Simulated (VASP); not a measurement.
# BaS (Fm-3m) in VASP: settings compared

The runs below take BaS through single point, relaxation of cell and atoms, with RPBE+D4, LDA.

Everything below comes from runs of VASP 6.6.1. Logs are shortened: lines on timing, memory, paths and dates and some standing lists are left out, and cuts for length are marked.

**Measured values to compare with.**

A printed reference work, monograph, original work of 1988 reports, for a bulk crystal of BaS at 2 K: band gap 3.806 eV (indirect).

The results are compared with them further down.

**1. The cell of the first run**

The structure is cubic, space group Fm-3m (No. 225). Conventional cell: a = 6.411 Å, b = 6.411 Å, c = 6.411 Å, α = 90.00°, β = 90.00°, γ = 90.00°. Ba (site symmetry m-3m) has 6 S at 3.21 Å within 4.2 Å. Within 4.2 Å of S (site symmetry m-3m) lie 6 Ba at 3.21 Å.

**2. Single point, RPBE+D4**

File INCAR:

```
SYSTEM = BaS
ALGO = Normal
EDIFF = 1E-7
ENCUT = 520
GGA = RP
ISIF = 2
ISMEAR = -1
IVDW = 13
LASPH = .TRUE.
LCHARG = .TRUE.
LELF = .TRUE.
LREAL = .FALSE.
LVHAR = .TRUE.
LWAVE = .FALSE.
NBANDS = 15
NELM = 60
PREC = Accurate
SIGMA = 0.05
```

File KPOINTS:

```
k-points
0
G
  7 7 7
  0 0 0
```

File POSCAR:

```
BaS
1.0
    0.0000000000      3.2055147916      3.2055147916
    3.2055147916      0.0000000000      3.2055147916
    3.2055147916      3.2055147916      0.0000000000
Ba S
1 1
Direct
    0.0000000000      0.0000000000      0.0000000000
    0.5000000000      0.5000000000      0.5000000000
```

Potentials or basis: VASP PAW PBE potentials, release 64 (Ba_sv, S).

The run is started by

```
> cat potpaw_PBE.64/Ba_sv/POTCAR potpaw_PBE.64/S/POTCAR > POTCAR
> mpirun -np 1 vasp_std > vasp.out
```

OUTCAR:

```text
SYSTEM = BaS
   EDIFF = 1E-7
   ENCUT = 520
   GGA = RP
   ISIF = 2
   ISMEAR = -1
   IVDW = 13
   LASPH = .TRUE.
   LREAL = .FALSE.
   NELM = 60
   PREC = Accurate

 ion  position               nearest neighbor table
   1  0.000  0.000  0.000-   2 3.21   2 3.21   2 3.21   2 3.21   2 3.21   2 3.21
   2  0.500  0.500  0.500-   1 3.21   1 3.21   1 3.21   1 3.21   1 3.21   1 3.21

  LATTYP: Found a face centered cubic cell.
 ALAT       =     6.4110295832

  Lattice vectors:

 A1 = (   0.0000000000,   3.2055147916,   3.2055147916)
 A2 = (   3.2055147916,   0.0000000000,   3.2055147916)
 A3 = (   3.2055147916,   3.2055147916,   0.0000000000)

Analysis of symmetry for initial positions (statically):
=====================================================================
 Subroutine PRICEL returns:
 Original cell was already a primitive cell.

 Routine SETGRP: Setting up the symmetry group for a
 face centered cubic supercell.

 Subroutine GETGRP returns: Found 48 space group operations
 (whereof 48 operations were pure point group operations)
 out of a pool of 48 trial point group operations.

The static configuration has the point symmetry O_h .

Analysis of symmetry for dynamics (positions and initial velocities):
=====================================================================
 Subroutine PRICEL returns:
 Original cell was already a primitive cell.

 Routine SETGRP: Setting up the symmetry group for a
 face centered cubic supercell.

 Subroutine GETGRP returns: Found 48 space group operations
 (whereof 48 operations were pure point group operations)
 out of a pool of 48 trial point group operations.

The dynamic configuration has the point symmetry O_h .

 Subroutine INISYM returns: Found 48 space group operations
 (whereof 48 operations are pure point group operations),
 and found     1 'primitive' translations

----------------------------------------------------------------------------------------

                                     Primitive cell

  volume of cell :      65.8754

  direct lattice vectors                    reciprocal lattice vectors
     0.000000000  3.205514792  3.205514792    -0.155981186  0.155981186  0.155981186
     3.205514792  0.000000000  3.205514792     0.155981186 -0.155981186  0.155981186
     3.205514792  3.205514792  0.000000000     0.155981186  0.155981186 -0.155981186

  length of vectors
     4.533282493  4.533282493  4.533282493     0.270167340  0.270167340  0.270167340

  position of ions in fractional coordinates (direct lattice)
     0.000000000  0.000000000  0.000000000
[... 85 lines left out ...]
   NUPDOWN=      -1.0000    fix difference up-down
   EMIN   =  10.00;   EMAX   =-10.00  energy-range for DOS
   EFERMI =   0.00;   METHOD = LEGACY
   ISMEAR =    -1;   SIGMA  =   0.05  broadening in eV -4-tet -1-fermi 0-gaus
   EFERMI_NEDOS =   21; number of points for ismear=-14 and -15
   IALGO  =     38    algorithm
   IMIX   =      4    mixing-type and parameters
     AMIX     =   0.40;   BMIX     =  1.00
     AMIX_MAG =   1.60;   BMIX_MAG =  1.00
  volume/ion in A,a.u.               =      32.94       222.27
  Fermi-wavevector in a.u.,A,eV,Ry     =   1.021426  1.930216 14.195118  1.043312
  Thomas-Fermi vector in A             =   2.155050
   LORBIT       =      0    0 simple, 1 ext, 2 COOP (PROOUT), +10 PAW based schemes
   GGA     = RP    functional components
   LHFCALC =     F    Hartree Fock is set to
   AEXX    =    0.0000 exact exchange contribution
   IVDW    =    13    specifies the selected vdW correction
   LEPSILON=     F    determine dielectric tensor
   LRPA    =     F    only Hartree local field effects (RPA)
 non-spin polarized calculation
  energy-cutoff  :      520.00
  volume of cell :       65.88
 maximum number of plane-waves:      1807
 NGX is ok and might be reduce to    36
   NGX = 17   NGY = 17   NGZ = 17

 number of electron      16.0000002 magnetization

 Free energy of the ion-electron system (eV)
  ---------------------------------------------------
  ext. energy  EPLUGINS =         0.00000000
  ---------------------------------------------------
  free energy    TOTEN  =        -9.62491749 eV

  energy without entropy =       -9.62491749  energy(sigma->0) =       -9.62491749

 E-fermi :   2.5724     XC(G=0):  -8.3626

 val. band max:        1.5133474062   @ k =   0.0000   0.0000   0.0000
 cond. band min:       3.8413496819   @ k =   0.4286   0.4286   0.0000
 fundamental gap:      2.3280022756
 Fermi energy:         2.5724280798

 k-point     1 :       0.0000    0.0000    0.0000
  band No.  band energies     occupation
      1     -24.6375      2.00000
      2      -9.7084      2.00000
      3      -9.7084      2.00000
      4      -9.7084      2.00000
      5      -8.8136      2.00000
      6       1.5133      2.00000
      7       1.5133      2.00000
      8       1.5133      2.00000
      9       5.2919      0.00000
     10       5.4784      0.00000
     11       5.4784      0.00000
     12       5.4784      0.00000
     13       6.3322      0.00000
     14       6.3322      0.00000
[... 329 lines left out ...]
      2     -10.2886      2.00000
      3     -10.0424      2.00000
      4      -9.9061      2.00000
      5      -8.1969      2.00000
      6       0.4123      2.00000
      7       0.9406      2.00000
      8       1.0068      2.00000
      9       5.5619      0.00000
     10       6.4558      0.00000
     11       7.9187      0.00000
     12       8.5976      0.00000
     13       8.7344      0.00000
     14      10.6888      0.00000
     15      11.7430      0.00000

------------------------ aborting loop because EDIFF is reached ----------------------------------------

  DFT-D4 for vdW energy calculation

  Edisp (eV):   -0.77455

  FORCE on cell =-STRESS in cart. coord.  units (eV):
  Direction    XX          YY          ZZ          XY          YZ          ZX
  --------------------------------------------------------------------------------------
  -------------------------------------------------------------------------------------
  Total       0.23411     0.23411     0.23411    -0.00000     0.00000    -0.00000
  in kB       5.69395     5.69395     5.69395    -0.00000     0.00000    -0.00000
  external pressure =        5.69 kB  Pullay stress =        0.00 kB

 VOLUME and BASIS-vectors are now :
 -----------------------------------------------------------------------------
  energy-cutoff  :      520.00
  volume of cell :       65.88
      direct lattice vectors                 reciprocal lattice vectors
     0.000000000  3.205514792  3.205514792    -0.155981186  0.155981186  0.155981186
     3.205514792  0.000000000  3.205514792     0.155981186 -0.155981186  0.155981186
     3.205514792  3.205514792  0.000000000     0.155981186  0.155981186 -0.155981186

 POSITION                                       TOTAL-FORCE (eV/Angst)
 -----------------------------------------------------------------------------------
      0.00000      0.00000      0.00000         0.000000      0.000000      0.000000
      3.20551      3.20551      3.20551        -0.000000     -0.000000     -0.000000
 -----------------------------------------------------------------------------------
    total drift:                                0.000000      0.000000      0.000000

  FREE ENERGIE OF THE ION-ELECTRON SYSTEM (eV)
  ---------------------------------------------------
  free  energy   TOTEN  =       -10.3994721640 eV

  energy  without entropy=      -10.3994721640  energy(sigma->0) =      -10.39947216
```

Wall time 21 s (1 thread of Intel Xeon Platinum 8259CL at 2.50GHz (Skylake/Cascade Lake), shared host); peak memory 0.21 GiB.

Results:

| Item | Value |
| --- | --- |
| Free energy | -10.3995 eV |
| Pressure | 0.6 GPa |
| Band gap on the k mesh | 2.33 eV, indirect (least direct gap 2.48 eV) |
| Dispersion energy per atom | -0.387 eV |

Caveat: the PAW data sets were made with another functional, which shifts forces and pressure a little; spin-orbit coupling is left out, which moves the levels of the heavy elements.

**3. Relaxation of cell and atoms, RPBE+D4**

This run uses another cell than the first one, of 32.58 Å³/atom, 0.989 times its volume.

File INCAR:

```
SYSTEM = BaS
  PREC = Accurate
  ENCUT = 600
  EDIFF = 1E-6
  ISMEAR = -1
  SIGMA = 0.05
  LREAL = .False.
  LASPH = .True.
  NELM = 100
  ALGO = Normal
  ISIF = 3
  LWAVE = .False.
  LCHARG = .False.
  GGA = RP
  IVDW = 13
  IBRION = 2
  NSW = 80
  EDIFFG = -0.005
```

File KPOINTS:

```
Automatic mesh
0
Gamma
  7 7 7
  0 0 0
```

File POSCAR:

```
BaS
1.0
    0.0000000000      3.1937500000      3.1937500000
    3.1937500000      0.0000000000      3.1937500000
    3.1937500000      3.1937500000      0.0000000000
Ba S
1 1
Direct
    0.0000000000      0.0000000000      0.0000000000
    0.5000000000      0.5000000000      0.5000000000
```

Potentials or basis: VASP PAW PBE potentials, release 64 (Ba_sv, S).

The run is started by

```
> cat potpaw_PBE.64/Ba_sv/POTCAR potpaw_PBE.64/S/POTCAR > POTCAR
> mpirun -np 1 vasp_std > vasp.out
```

Wall time 35 s (1 thread of Intel Xeon Platinum 8259CL at 2.50GHz (Skylake/Cascade Lake), shared host); peak memory 0.21 GiB.

The run converged. Its results:

```
Free energy                            : -10.4018 eV
Relaxed volume                         : 33.40 Å³/atom
Relaxed cell                           : a = 4.554 Å, b = 4.554 Å, c = 4.554 Å, α = 60.00°, β = 60.00°, γ = 60.00°
Space group after relaxing (to 0.05 Å) : Fm-3m (No. 225)
Energy gained by relaxing              : 2.7 meV/atom
Ionic steps                            : 3
Pressure after relaxing                : 0.0 GPa
Band gap on the k mesh                 : 2.35 eV, indirect (least direct gap 2.50 eV)
Dispersion energy per atom             : -0.382 eV
```

The path:
```
step  energy change (eV)  largest force (eV/Å)  pressure (GPa)  volume (Å³)
   1              0.0000                0.0000            1.07        65.15
   2             -0.0050                0.0000           -0.25        67.22
   3             -0.0053                0.0000            0.00        66.80
```

Final structure:
```
Ba S
1.0
     0.00000    3.22039    3.22039
     3.22039    0.00000    3.22039
     3.22039    3.22039    0.00000
Ba S
1 1
Direct
  0.00000 0.00000 0.00000
  0.50000 0.50000 0.50000
```

Levels at points of the mesh, in eV from the valence-band top:
| k point | band 4 | band 5 | band 6 | band 7 | band 8 | band 9 | band 10 | band 11 | band 12 |
| --- | --- | --- | --- | --- | --- | --- | --- | --- | --- |
| (0.00, 0.00, 0.00) | -11.27 | -10.31 | 0.00 | 0.00 | 0.00 | 3.71 | 3.96 | 3.96 | 3.96 |

Caveat: the PAW data sets were made with another functional, which shifts forces and pressure a little; spin-orbit coupling is left out, which moves the levels of the heavy elements.

**4. Single point, LDA**

This run uses another cell than the first one, of 30.62 Å³/atom, 0.930 times its volume.

File INCAR:

```
ALGO = Normal
EDIFF = 1E-6
ENCUT = 520
ISIF = 2
ISMEAR = -1
LASPH = T
LCHARG = T
LELF = T
LREAL = F
LVHAR = T
LWAVE = F
NBANDS = 15
NELM = 80
PREC = Accurate
SIGMA = 0.05
```

File KPOINTS:

```
k-points
0
Gamma
  7 7 7
```

File POSCAR:

```
BaS
1.0
    0.0000000000      3.1285531347      3.1285531347
    3.1285531347      0.0000000000      3.1285531347
    3.1285531347      3.1285531347      0.0000000000
Ba S
1 1
Direct
    0.0000000000      0.0000000000      0.0000000000
    0.5000000000      0.5000000000      0.5000000000
```

Potentials or basis: VASP PAW LDA potentials, release 64 (Ba_sv, S).

The run is started by

```
> cat potpaw_LDA.64/Ba_sv/POTCAR potpaw_LDA.64/S/POTCAR > POTCAR
> mpirun -np 1 vasp_std > vasp.out
```

Run time: 25 s. Hardware: 1 thread of Intel Xeon 8259CL, shared host; peak memory 0.18 GiB.

The run converged. Its results:

| Quantity | Value |
| --- | --- |
| Free energy | -11.1699 eV |
| Pressure | 1.2 GPa |
| Band gap on the k mesh | 1.85 eV, indirect (least direct gap 1.96 eV) |

Levels at points of the mesh, in eV from the valence-band top:
```csv
k point,band 6,band 7,band 8,band 9,band 10,band 11
"(0.00, 0.00, 0.00)",0.00,0.00,0.00,3.62,3.70,3.70
```

Caveat: spin-orbit coupling is left out, which moves the levels of the heavy elements.

**5. Summary**

```csv
task,level,potentials or basis,cell,cutoff (eV),gap on the mesh (eV),pressure (GPa)
single point,RPBE+D4,"VASP PAW PBE potentials, release 64 (Ba_sv, S)","a = 4.533 Å, angles 60.0°, 2 atoms",520,2.33,0.6
relaxation of cell and atoms,RPBE+D4,"VASP PAW PBE potentials, release 64 (Ba_sv, S)","relaxed from a = 4.517 Å, angles 60.0°, 2 atoms",600,2.35,0.0
single point,LDA,"VASP PAW LDA potentials, release 64 (Ba_sv, S)","a = 4.424 Å, angles 60.0°, 2 atoms",520,1.85,1.2
```

Alike in all rows: no spin polarisation; k mesh 7 × 7 × 7; smearing fermi-dirac 0.05 eV.

Caveats: spin-orbit coupling is left out, which moves the levels of the heavy elements; the PAW data sets were made with another functional, which shifts forces and pressure a little (some runs).

Absolute energies hang on the potentials; compare differences alone.

**6. Comparison with measurements**

Step 2. A measured gap of BaS is 3.806 eV (indirect; 2 K; a printed reference work, monograph, original work of 1988); the calculated 2.33 eV misses it by -1.48 eV. Spin-orbit coupling on Ba is left out. The value is that of RPBE+D4 on a finite k mesh, which can miss the band edges, without temperature or zero-point motion. Semilocal functionals fall short of measured gaps as a rule.

Step 4. A measured gap of BaS is 3.806 eV (indirect; 2 K; a printed reference work, monograph, original work of 1988); the calculated 1.85 eV misses it by -1.96 eV. So large a miss can be the level of theory's own, or it may mean another phase, state or a wrong row. Spin-orbit coupling on Ba is left out. The value is that of LDA on a finite k mesh, which can miss the band edges, without temperature or zero-point motion. Semilocal functionals fall short of measured gaps as a rule.
